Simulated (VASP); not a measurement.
**InP in VASP 6.6.1, single-point calculation**

INCAR

```
LREAL = .FALSE.
PREC = Accurate
NELM = 56
ALGO = Normal
LASPH = .TRUE.
ISIF = 2
IBRION = -1
NSW = 0
NBANDS = 16
ENCUT = 520
LWAVE = .FALSE.
SIGMA = 0.01
EDIFF = 1E-7
ISMEAR = 0
LCHARG = .FALSE.
GGA = AM
```

KPOINTS

```
KPOINTS created by Atomic Simulation Environment
0
Gamma
8 8 8
0 0 0
```

POSCAR

```
In P
 1.0000000000000000
     0.0000000000000000    2.8947118821000002    2.8947118821000002
     2.8947118821000002    0.0000000000000000    2.8947118821000002
     2.8947118821000002    2.8947118821000002    0.0000000000000000
 In  P
   1   1
Cartesian
  0.0000000000000000  0.0000000000000000  0.0000000000000000
  1.4473559410500001  1.4473559410500001  1.4473559410500001
```

The recommended PBE PAW datasets give the neutral cell 18 valence electrons.

Command

```
mpirun -np 1 vasp_std
```

OSZICAR

```
N       E                     dE             d eps       ncg     rms          rms(c)
DAV:   1     0.112035309970E+03    0.11204E+03   -0.82847E+03   928   0.124E+03
DAV:   2    -0.176437958438E+01   -0.11380E+03   -0.10970E+03  1048   0.297E+02
DAV:   3    -0.885315818171E+01   -0.70888E+01   -0.70582E+01  1232   0.731E+01
DAV:   4    -0.903314183037E+01   -0.17998E+00   -0.17994E+00  1136   0.127E+01
DAV:   5    -0.904212982352E+01   -0.89880E-02   -0.89878E-02  1416   0.240E+00    0.591E+00
DAV:   6    -0.866954019682E+01    0.37259E+00   -0.56092E-01  1488   0.135E+01    0.348E+00
DAV:   7    -0.863409649414E+01    0.35444E-01   -0.15802E-01  1368   0.360E+00    0.117E+00
DAV:   8    -0.863396068571E+01    0.13581E-03   -0.17641E-02  1120   0.154E+00    0.388E-01
DAV:   9    -0.863474998093E+01   -0.78930E-03   -0.15478E-03  1152   0.362E-01    0.175E-01
DAV:  10    -0.863498381237E+01   -0.23383E-03   -0.30999E-04  1200   0.234E-01    0.103E-01
DAV:  11    -0.863509203330E+01   -0.10822E-03   -0.22913E-04  1120   0.136E-01    0.501E-02
DAV:  12    -0.863508989339E+01    0.21399E-05   -0.10085E-05  1064   0.226E-02    0.126E-02
DAV:  13    -0.863509076896E+01   -0.87557E-06   -0.26861E-06  1152   0.810E-03    0.736E-03
DAV:  14    -0.863509096614E+01   -0.19719E-06   -0.36902E-07  1160   0.567E-03    0.128E-03
DAV:  15    -0.863509100075E+01   -0.34601E-07   -0.36662E-08   944   0.151E-03
   1 F= -.86350910E+01 E0= -.86350910E+01  d E =-.312286E-16
```

Standard output (part)

```
POSCAR found type information on POSCAR InP
 POSCAR found :  2 types and       2 ions
 LDA part: xc-table for (Slater+PW92), standard interpolation
 POSCAR, INCAR and KPOINTS ok, starting setup
 WAVECAR not read
 entering main loop
```

From OUTCAR

```
k-points           NKPTS =     29   k-points in BZ     NKDIM =     29   number of bands    NBANDS=     16

   NELECT =      18.0000    total number of electrons

   dimension x,y,z NGX =    30 NGY =   30 NGZ =   30
   dimension x,y,z NGXF=    60 NGYF=   60 NGZF=   60

  energy-cutoff  :      520.00
  volume of cell :       48.51
      direct lattice vectors                 reciprocal lattice vectors
     0.000000000  2.894711882  2.894711882    -0.172728762  0.172728762  0.172728762
     2.894711882  0.000000000  2.894711882     0.172728762 -0.172728762  0.172728762
     2.894711882  2.894711882  0.000000000     0.172728762  0.172728762 -0.172728762

 k-points in reciprocal lattice and weights: KPOINTS created by Atomic Simulation Env
   0.00000000  0.00000000  0.00000000       0.002
   0.12500000  0.00000000  0.00000000       0.016
   0.25000000  0.00000000  0.00000000       0.016
   0.37500000  0.00000000  0.00000000       0.016
   0.50000000  0.00000000  0.00000000       0.008
   0.12500000  0.12500000  0.00000000       0.012
   0.25000000  0.12500000  0.00000000       0.047
   0.37500000  0.12500000  0.00000000       0.047
   ...

 E-fermi :   5.6133

 k-point     1 :       0.0000    0.0000    0.0000
  band No.  band energies     occupation
      1      -8.6908      2.00000
      2      -8.6908      2.00000
      3      -8.6908      2.00000
      4      -8.5192      2.00000
      5      -8.5192      2.00000
      6      -6.2163      2.00000
      7       5.5606      2.00000
      8       5.5606      2.00000
      9       5.5606      2.00000
     10       6.4644      0.00000
     11       9.5938      0.00000
     12       9.5938      0.00000
     13       9.5938      0.00000
     14      14.2663      0.00000
     15      15.0529      0.00000
     16      15.0529      0.00000

 k-point     2 :       0.1250    0.0000    0.0000
  band No.  band energies     occupation
      1      -8.7133      2.00000
      2      -8.6823      2.00000
      3      -8.6823      2.00000
      4      -8.5192      2.00000
      5      -8.5192      2.00000
      6      -6.0256      2.00000
      7       4.0146      2.00000
      8       5.3592      2.00000
      9       5.3592      2.00000
     10       7.3481      0.00000
     11       9.7978      0.00000
     12       9.8875      0.00000
     13       9.8875      0.00000
     14      14.3890      0.00000
     15      14.3890      0.00000
     16      15.0441      0.00000

 k-point     3 :       0.2500    0.0000    0.0000
  band No.  band energies     occupation
      1      -8.7639      2.00000
      2      -8.6642      2.00000
      3      -8.6642      2.00000
      4      -8.5162      2.00000
      5      -8.5162      2.00000
      6      -5.4920      2.00000
      7       2.0261      2.00000
      8       4.9616      2.00000
      9       4.9616      2.00000
     10       7.4305      0.00000
     11      10.3283      0.00000
     12      10.3283      0.00000
     13      10.9737      0.00000
     14      14.1625      0.00000
     15      14.1625      0.00000
     16      14.7500      0.00000

 ...

  Total        1.1054006      1.1054006      1.1054006      0.0000000     -0.0000000      0.0000000
  in kB       36.5076828     36.5076828     36.5076828      0.0000000     -0.0000000      0.0000000
  external PRESSURE =      36.5076828 kB  Pullay stress =       0.0000000 kB

 POSITION                                       TOTAL-FORCE (eV/Angst)
 -----------------------------------------------------------------------------------
      0.00000      0.00000      0.00000         0.000000      0.000000      0.000000
      1.44736      1.44736      1.44736        -0.000000     -0.000000     -0.000000
 -----------------------------------------------------------------------------------
    total drift:                               -0.000000     -0.000000     -0.000000

  FREE ENERGIE OF THE ION-ELECTRON SYSTEM (eV)
  ---------------------------------------------------
  free  energy   TOTEN  =        -8.6350910007 eV

  energy  without entropy=       -8.6350910007  energy(sigma->0) =       -8.63509100
```

It converged. Results: gap between bands v and c on the k mesh 0.90 eV; least direct gap on the k mesh 0.90 eV; pressure 3.7 GPa. Band v is the last that the valence electrons fill when counted band by band, and c is the next.

For comparison, a separate r²SCAN run of the intended cell, on usual settings and not on those above, gives a gap of 1.38 eV on its mesh and a pressure of 4.6 GPa.

The run above took about 36 s on one core of a shared host (Intel Xeon Platinum 8488C) and held 0.17 GiB at most.
